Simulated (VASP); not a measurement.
# HfO2 (P2_1/c) in VASP: further runs, part 2 of 3

VASP 6.6.1. Earlier steps stand in the parts before.

## Step 3: Phonons, PBE

This run uses another cell than the first one, of 11.66 Å³/atom, 1.034 times its volume.

Contents of POSCAR:

```
HfO2
1.0
    5.1379116243      0.0000000000     -0.0157996926
    0.0000000000      5.1892665637      0.0000000000
   -0.8781622787      0.0000000000      5.2488638018
  Hf              O
     4     8
Direct
     0.2759125241712564    0.0426831347262094    0.2078898759001713
     0.7240874758287437    0.5426831347262095    0.2921101240998288
     0.7240874758287437    0.9573168652737905    0.7921101240998287
     0.2759125241712564    0.4573168652737906    0.7078898759001713
     0.4489024270715783    0.7573007925008333    0.4775047991171267
     0.5510975729284217    0.2573007925008332    0.0224952008828733
     0.5510975729284217    0.2426992074991667    0.5224952008828733
     0.4489024270715783    0.7426992074991667    0.9775047991171267
     0.0676305727300760    0.3296925866532563    0.3473770478176256
     0.9323694272699239    0.8296925866532564    0.1526229521823743
     0.9323694272699239    0.6703074133467436    0.6526229521823743
     0.0676305727300760    0.1703074133467437    0.8473770478176257
```

Contents of INCAR.step1:

```
SYSTEM = HfO2
PREC = Accurate
ENCUT = 600
EDIFF = 1E-8
ISMEAR = 0
SIGMA = 0.03
LREAL = .FALSE.
LASPH = .TRUE.
NELM = 80
ALGO = Fast
ISIF = 3
LWAVE = .FALSE.
LCHARG = .FALSE.
GGA = PE
KPAR = 4
IBRION = 2
NSW = 40
EDIFFG = -0.002
```

Contents of INCAR.step2:

```
SYSTEM = HfO2
PREC = Accurate
ENCUT = 600
EDIFF = 1E-8
ISMEAR = 0
SIGMA = 0.03
LREAL = .FALSE.
LASPH = .TRUE.
NELM = 80
ALGO = Fast
ISIF = 2
LWAVE = .FALSE.
LCHARG = .FALSE.
GGA = PE
KPAR = 4
IBRION = 6
NFREE = 2
POTIM = 0.015
NSW = 1
```

Contents of KPOINTS:

```
Automatic mesh
0
G
  6 6 6
  0 0 0
```

Potentials or basis: VASP PAW PBE potentials, release 64 (Hf_pv, O).

On the command line:

```console
$ cat potpaw_PBE.64/Hf_pv/POTCAR potpaw_PBE.64/O/POTCAR > POTCAR
$ cp INCAR.step1 INCAR
$ mpirun -np 4 vasp_std > vasp.out
$ cp CONTCAR POSCAR
$ cp INCAR.step2 INCAR
$ mpirun -np 4 vasp_std > vasp.out
```

OUTCAR:

```text
SYSTEM = HfO2
   PREC = Accurate
   ENCUT = 600
   EDIFF = 1E-8
   ISMEAR = 0
   LREAL = .FALSE.
   LASPH = .TRUE.
   NELM = 80
   ISIF = 2
   GGA = PE
   IBRION = 6
   NFREE = 2
   POTIM = 0.015
   NSW = 1

 ion  position               nearest neighbor table
   1  0.276  0.043  0.208-   9 2.05  10 2.06  12 2.14   5 2.15   6 2.16   8 2.25   7 2.25   3 3.32
[... 1849 lines left out ...]
  y     1.59038     3.67190     1.18126    -4.69158     6.21099    -3.47341
  z    -7.56308     1.77297    -2.91297   -10.38088     3.73406     0.14474
[... 8 lines left out ...]
 INTERNAL STRAIN TENSOR FOR ION   12 for displacements in x,y,z  (eV/Angst):
          X           Y           Z          XY          YZ          ZX
  --------------------------------------------------------------------------------
  x     2.24944    -0.12086     1.47899    -0.06025    -2.90265     3.03780
  y     0.86662    -1.79824     0.39974     0.96568    -2.72495    -1.03591
  z     1.52376    -0.88200     7.09569    -4.23762    -0.22316     2.38381

 Eigenvectors and eigenvalues of the dynamical matrix
   1 f  =   22.544098 THz   141.648743 2PiTHz  751.990152 cm-1    93.234854 meV
   2 f  =   21.337185 THz   134.065485 2PiTHz  711.731868 cm-1    88.243465 meV
   3 f  =   19.321864 THz   121.402850 2PiTHz  644.508000 cm-1    79.908772 meV
   4 f  =   18.998475 THz   119.370936 2PiTHz  633.720896 cm-1    78.571342 meV
   5 f  =   18.226668 THz   114.521535 2PiTHz  607.976216 cm-1    75.379410 meV
   6 f  =   17.419446 THz   109.449606 2PiTHz  581.050168 cm-1    72.041007 meV
[... 25 lines left out ...]
  32 f  =    3.742971 THz    23.517782 2PiTHz  124.852084 cm-1    15.479679 meV
  33 f  =    3.330984 THz    20.929188 2PiTHz  111.109659 cm-1    13.775836 meV
  34 f/i=    0.003350 THz     0.021051 2PiTHz    0.111755 cm-1     0.013856 meV
  35 f/i=    0.004143 THz     0.026029 2PiTHz    0.138184 cm-1     0.017133 meV
  36 f/i=    0.008886 THz     0.055834 2PiTHz    0.296413 cm-1     0.036751 meV

 ELASTIC MODULI CONTR FROM IONIC RELAXATION (kBar)
 Direction    XX          YY          ZZ          XY          YZ          ZX
 --------------------------------------------------------------------------------
 XX        -830.1794     -4.3204   -403.3017     -0.0000      0.0000    -72.3943
 YY          -4.3204   -300.6855    172.3858     -0.0000     -0.0000    -39.2937
 ZZ        -403.3017    172.3858  -1097.4505      0.0000     -0.0000      3.7450
 XY           0.0000     -0.0000      0.0000   -383.0490     78.6608     -0.0000
 YZ          -0.0000     -0.0000     -0.0000     78.6608   -218.5996      0.0000
 ZX         -72.3943    -39.2937      3.7450     -0.0000     -0.0000   -193.5859
 --------------------------------------------------------------------------------
```

OUTCAR.step1:

```text
SYSTEM = HfO2
   PREC = Accurate
   ENCUT = 600
   EDIFF = 1E-8
   ISMEAR = 0
   LREAL = .FALSE.
   LASPH = .TRUE.
   NELM = 80
[... 1719 lines left out ...]
  -------------------------------------------------------------------------------------
  Total       -0.0168312     -0.0216983     -0.0024176      0.0000000      0.0000000      0.0032315
  in kB       -0.1927910     -0.2485402     -0.0276926      0.0000000      0.0000000      0.0370143
  external PRESSURE =      -0.1563413 kB  Pullay stress =       0.0000000 kB
[... 27 lines left out ...]
  FREE ENERGIE OF THE ION-ELECTRON SYSTEM (eV)
  ---------------------------------------------------
  free  energy   TOTEN  =      -122.0926141883 eV

  energy  without entropy=     -122.0926141883  energy(sigma->0) =     -122.09261419

 reached required accuracy - stopping structural energy minimisation
```

OSZICAR.step1:

```text
N       E                     dE             d eps       ncg     rms          rms(c)
[... 41 lines left out ...]
RMM:   2    -0.122092615413E+03    0.26809E-05   -0.53867E-05  8320   0.367E-02    0.214E-02
RMM:   3    -0.122092614668E+03    0.74431E-06   -0.89936E-06  8355   0.144E-02    0.647E-03
RMM:   4    -0.122092614397E+03    0.27114E-06   -0.18335E-06  8915   0.550E-03    0.225E-03
RMM:   5    -0.122092614343E+03    0.54248E-07   -0.29749E-07  9356   0.221E-03    0.180E-03
RMM:   6    -0.122092614247E+03    0.95782E-07   -0.61869E-08  7199   0.103E-03    0.898E-04
RMM:   7    -0.122092614174E+03    0.73193E-07   -0.11412E-08  4800   0.482E-04    0.715E-04
RMM:   8    -0.122092614190E+03   -0.15489E-07   -0.31155E-09  4800   0.234E-04    0.280E-04
RMM:   9    -0.122092614188E+03    0.13051E-08   -0.21774E-09  4405   0.180E-04
   4 F= -.12209261E+03 E0= -.12209261E+03  d E =-.226994E-05
```

Run time: 42 min. Hardware: 4 MPI ranks of Intel Xeon 6975P-C (Granite Rapids), shared host; peak memory 1.2 GiB.

What came out:

```yaml
Highest_phonon_frequency_at_Γ_LO-TO_splitting_left_out: 752 cm⁻¹
```

Phonon frequencies in cm⁻¹ (negative: imaginary):
| q point | frequencies |
| --- | --- |
| (0.000, 0.000, 0.000) | 0 0 0 111 125 125 126 143 160 175 218 235 239 246 252 304 304 319 325 328 365 366 382 395 481 491 493 501 530 551 581 608 634 645 712 752 |

Spin-orbit coupling is left out, which matters for the levels of Hf.

## Step 4: Dielectric tensor, PBE

This run uses another cell than the first one, of 11.66 Å³/atom, 1.034 times its volume.

Contents of INCAR:

```
SYSTEM = HfO2
PREC = Accurate
ENCUT = 600
EDIFF = 1E-8
ISMEAR = 0
SIGMA = 0.03
LREAL = .FALSE.
LASPH = .TRUE.
NELM = 80
ALGO = Fast
ISIF = 2
LWAVE = .FALSE.
LCHARG = .FALSE.
GGA = PE
LEPSILON = .TRUE.
KPAR = 4
```

KPOINTS is that of step 3.

Contents of POSCAR:

```
HfO2                                    
1.0
    5.1379463621      0.0000000000     -0.0161559642
    0.0000000000      5.1895825302      0.0000000000
   -0.8785329586      0.0000000000      5.2486309253
  Hf              O             
     4     8
Direct
     0.2759281375180328    0.0426716263574746    0.2078819934618210
     0.7240718624819672    0.5426716263574747    0.2921180065381791
     0.7240718624819672    0.9573283736425253    0.7921180065381790
     0.2759281375180328    0.4573283736425254    0.7078819934618210
     0.4488535851041629    0.7573349395470964    0.4775560094935881
     0.5511464148958370    0.2573349395470965    0.0224439905064119
     0.5511464148958370    0.2426650604529035    0.5224439905064119
     0.4488535851041629    0.7426650604529036    0.9775560094935881
     0.0676364769170960    0.3296436365571150    0.3474301250015063
     0.9323635230829039    0.8296436365571150    0.1525698749984938
     0.9323635230829039    0.6703563634428850    0.6525698749984937
     0.0676364769170960    0.1703563634428850    0.8474301250015063
```

Potentials or basis: VASP PAW PBE potentials, release 64 (Hf_pv, O).

On the command line:

```console
$ cat potpaw_PBE.64/Hf_pv/POTCAR potpaw_PBE.64/O/POTCAR > POTCAR
$ mpirun -np 4 vasp_std > vasp.out
```

OUTCAR:

```text
SYSTEM = HfO2
   PREC = Accurate
   ENCUT = 600
   EDIFF = 1E-8
   ISMEAR = 0
   LREAL = .FALSE.
   LASPH = .TRUE.
   NELM = 80
   ISIF = 2
   GGA = PE
   LEPSILON = .TRUE.

 ion  position               nearest neighbor table
   1  0.276  0.043  0.208-   9 2.05  10 2.06  12 2.14   5 2.15   6 2.16   8 2.25   7 2.25   3 3.32
                             4 3.42   4 3.42   2 3.45   2 3.45   3 3.48   3 3.57
   2  0.724  0.543  0.292-  10 2.05   9 2.06  11 2.14   6 2.15   5 2.16   7 2.25   8 2.25   4 3.32
                             3 3.42   3 3.42   1 3.45   1 3.45   4 3.48   4 3.57
   3  0.724  0.957  0.792-  11 2.05  12 2.06  10 2.14   7 2.15   8 2.16   6 2.25   5 2.25   1 3.32
                             2 3.42   2 3.42   4 3.45   4 3.45   1 3.48   1 3.57
   4  0.276  0.457  0.708-  12 2.05  11 2.06   9 2.14   8 2.15   7 2.16   5 2.25   6 2.25   2 3.32
                             1 3.42   1 3.42   3 3.45   3 3.45   2 3.48   2 3.57
   5  0.449  0.757  0.478-   1 2.15   2 2.16   4 2.25   3 2.25
   6  0.551  0.257  0.022-   2 2.15   1 2.16   3 2.25   4 2.25
   7  0.551  0.243  0.522-   3 2.15   4 2.16   2 2.25   1 2.25
   8  0.449  0.743  0.978-   4 2.15   3 2.16   1 2.25   2 2.25
   9  0.068  0.330  0.347-   1 2.05   2 2.06   4 2.14
  10  0.932  0.830  0.153-   2 2.05   1 2.06   3 2.14
  11  0.932  0.670  0.653-   3 2.05   4 2.06   2 2.14
  12  0.068  0.170  0.847-   4 2.05   3 2.06   1 2.14

  LATTYP: Found a simple monoclinic cell.
 ALAT       =     5.1379717628
 B/A-ratio  =     1.0100449691
 C/A-ratio  =     1.0357489532
 COS(beta)  =    -0.1681870713

  Lattice vectors:

 A1 = (   5.1379463621,   0.0000000000,  -0.0161559642)
 A2 = (   0.0000000000,   5.1895825302,   0.0000000000)
 A3 = (  -0.8785329586,   0.0000000000,   5.2486309253)

Analysis of symmetry for initial positions (statically):
=====================================================================
 Subroutine PRICEL returns:
 Original cell was already a primitive cell.

 Routine SETGRP: Setting up the symmetry group for a
 simple monoclinic supercell.

 Subroutine GETGRP returns: Found  4 space group operations
 (whereof  2 operations were pure point group operations)
 out of a pool of  4 trial point group operations.

The static configuration has the point symmetry S_2 .
 The point group associated with its full space group is C_2h.

Analysis of symmetry for dynamics (positions and initial velocities):
=====================================================================
 Subroutine PRICEL returns:
 Original cell was already a primitive cell.

 Routine SETGRP: Setting up the symmetry group for a
 simple monoclinic supercell.

 Subroutine GETGRP returns: Found  4 space group operations
 (whereof  2 operations were pure point group operations)
 out of a pool of  4 trial point group operations.

The dynamic configuration has the point symmetry S_2 .
 The point group associated with its full space group is C_2h.

 Subroutine INISYM returns: Found  4 space group operations
 (whereof  2 operations are pure point group operations),
 and found     1 'primitive' translations

----------------------------------------------------------------------------------------

                                     Primitive cell

  volume of cell :     139.8748

[... 1503 lines left out ...]
      0.79581      2.37334      3.71095        -0.000919     -0.000689     -0.000847
      1.88664      3.93025      2.49926        -0.000175     -0.001416      0.001238
      2.81204      1.33546      0.10890         0.000175     -0.001416     -0.001238
      2.37278      1.25933      2.73321         0.000175      0.001416     -0.001238
      1.44737      3.85412      5.12358        -0.000175      0.001416      0.001238
      0.04228      1.71071      1.82244        -0.001089     -0.001128      0.000678
      4.65640      4.30550      0.78572         0.001089     -0.001128     -0.000678
      4.21713      3.47887      3.41004         0.001089      0.001128     -0.000678
     -0.39698      0.88408      4.44676        -0.001089      0.001128      0.000678
 -----------------------------------------------------------------------------------
    total drift:                                0.000000     -0.000000     -0.000000

  FREE ENERGIE OF THE ION-ELECTRON SYSTEM (eV)
  ---------------------------------------------------
  free  energy   TOTEN  =      -122.0926305650 eV

  energy  without entropy=     -122.0926305650  energy(sigma->0) =     -122.09263056

 HEAD OF MICROSCOPIC STATIC DIELECTRIC TENSOR (INDEPENDENT PARTICLE, excluding Hartree and local field effects)
 ------------------------------------------------------
           5.065901     0.000000     0.112127
           0.000000     5.028224     0.000000
           0.112128     0.000000     4.760586
 ------------------------------------------------------

 Free energy of the ion-electron system (eV)
  ---------------------------------------------------
  ---------------------------------------------------
  free energy    TOTEN  =        -1.61010113 eV

  energy without entropy =       -1.61010113

------------------------ aborting loop because EDIFF is reached ----------------------------------------

--------------------------------------- Ionic step        2  -------------------------------------------

------------------------ aborting loop because EDIFF is reached ----------------------------------------

--------------------------------------- Ionic step        3  -------------------------------------------

 Free energy of the ion-electron system (eV)
  ---------------------------------------------------
  ---------------------------------------------------
  free energy    TOTEN  =        -1.49817375 eV

  energy without entropy =       -1.49817375

------------------------ aborting loop because EDIFF is reached ----------------------------------------

 PIEZOELECTRIC TENSOR FIELD DIRECTION 3  (e Angst)
 -----------------------------------------------------------------------------
     0.00096  0.00000  0.00137           ( -0.00001  0.00000 -0.00001)
     0.00000 -0.00221  0.00000           (  0.00000 -0.00003  0.00000)
     0.00139  0.00000 -0.00007           ( -0.00001  0.00000 -0.00007)

 PIEZOELECTRIC TENSOR FIELD DIRECTION 3  (C/m^2)
 -----------------------------------------------------------------------------
     0.00011  0.00000  0.00016
     0.00000 -0.00025  0.00000
     0.00016  0.00000 -0.00001

 MACROSCOPIC STATIC DIELECTRIC TENSOR (including local field effects in DFT)
 ------------------------------------------------------
           4.894812     0.000000     0.130695
           0.000000     4.894229     0.000000
           0.130697     0.000000     4.624518
 ------------------------------------------------------

 PIEZOELECTRIC TENSOR (including local field effects)  for field in x, y, z        (e  Angst)
          XX          YY          ZZ          XY          YZ          ZX
  --------------------------------------------------------------------------------
  x     0.00000     0.00000     0.00000     0.00000     0.00000     0.00000
  y     0.00000     0.00000     0.00000     0.00000     0.00000     0.00000
  z     0.00000     0.00000     0.00000     0.00000     0.00000     0.00000

 PIEZOELECTRIC TENSOR (including local field effects)  for field in x, y, z        (C/m^2)
          XX          YY          ZZ          XY          YZ          ZX
  --------------------------------------------------------------------------------
  x     0.00000     0.00000     0.00000     0.00000     0.00000     0.00000
  y     0.00000     0.00000     0.00000     0.00000     0.00000     0.00000
  z     0.00000     0.00000     0.00000     0.00000     0.00000     0.00000

 BORN EFFECTIVE CHARGES (including local field effects) (in |e|, cummulative output)
 ---------------------------------------------------------------------------------
 ion    1
    1     5.30825    -0.34862     0.20920
    2    -0.16735     5.26857     0.17522
    3     0.21891     0.33590     4.80311
 ion    2
    1     5.30825     0.34862     0.20920
    2     0.16735     5.26857    -0.17522
    3     0.21891    -0.33590     4.80311
 ion    3
    1     5.30825    -0.34862     0.20920
    2    -0.16735     5.26857     0.17522
    3     0.21891     0.33590     4.80311
 ion    4
    1     5.30825     0.34862     0.20920
    2     0.16735     5.26857    -0.17522
    3     0.21891    -0.33590     4.80311
 ion    5
[... 16 lines left out ...]
    1    -2.92879     1.06093    -0.21518
    2     1.27356    -2.57089    -0.66421
    3    -0.17841    -0.68372    -2.26538
 ion   10
    1    -2.92879    -1.06093    -0.21518
    2    -1.27356    -2.57089     0.66421
    3    -0.17841     0.68372    -2.26538
 ion   11
    1    -2.92879     1.06093    -0.21518
    2     1.27356    -2.57089    -0.66421
    3    -0.17841    -0.68372    -2.26538
 ion   12
    1    -2.92879    -1.06093    -0.21518
    2    -1.27356    -2.57089     0.66421
    3    -0.17841     0.68372    -2.26538
```

It took 18 min on 4 MPI ranks of Intel Xeon 6975P-C (Granite Rapids), shared host; peak memory 1.8 GiB.

Results:

| Quantity | Value |
| --- | --- |
| Band gap on the k mesh | 4.03 eV, indirect (least direct gap 4.11 eV) |
| Electronic dielectric tensor (diagonal) | 4.89, 4.89, 4.62 |
| Born charges (mean of the diagonal) | Hf +5.13; O -2.54, -2.59 e |

Electronic dielectric tensor:
```
4.89 0.00 0.13
0.00 4.89 0.00
0.13 0.00 4.62
```

Born effective charge tensors (e):
atom 1, Hf
```
 5.31 -0.35  0.21
-0.17  5.27  0.18
 0.22  0.34  4.80
```
atom 2, Hf
```
 5.31  0.35  0.21
 0.17  5.27 -0.18
 0.22 -0.34  4.80
```
atom 3, Hf
```
 5.31 -0.35  0.21
-0.17  5.27  0.18
 0.22  0.34  4.80
```
atom 4, Hf
```
 5.31  0.35  0.21
 0.17  5.27 -0.18
 0.22 -0.34  4.80
```
atom 5, O
```
-2.38  0.15  0.01
 0.21 -2.70  0.35
-0.04  0.41 -2.54
```
atom 6, O
```
-2.38 -0.15  0.01
-0.21 -2.70 -0.35
-0.04 -0.41 -2.54
```
atom 7, O
```
-2.38  0.15  0.01
 0.21 -2.70  0.35
-0.04  0.41 -2.54
```
atom 8, O
```
-2.38 -0.15  0.01
-0.21 -2.70 -0.35
-0.04 -0.41 -2.54
```
atom 9, O
```
-2.93  1.06 -0.22
 1.27 -2.57 -0.66
-0.18 -0.68 -2.27
```
atom 10, O
```
-2.93 -1.06 -0.22
-1.27 -2.57  0.66
-0.18  0.68 -2.27
```
atom 11, O
```
-2.93  1.06 -0.22
 1.27 -2.57 -0.66
-0.18 -0.68 -2.27
```
atom 12, O
```
-2.93 -1.06 -0.22
-1.27 -2.57  0.66
-0.18  0.68 -2.27
```

Caveat: spin-orbit coupling is left out, which moves the levels of the heavy elements.

(Part 2 of 3 ends here.)
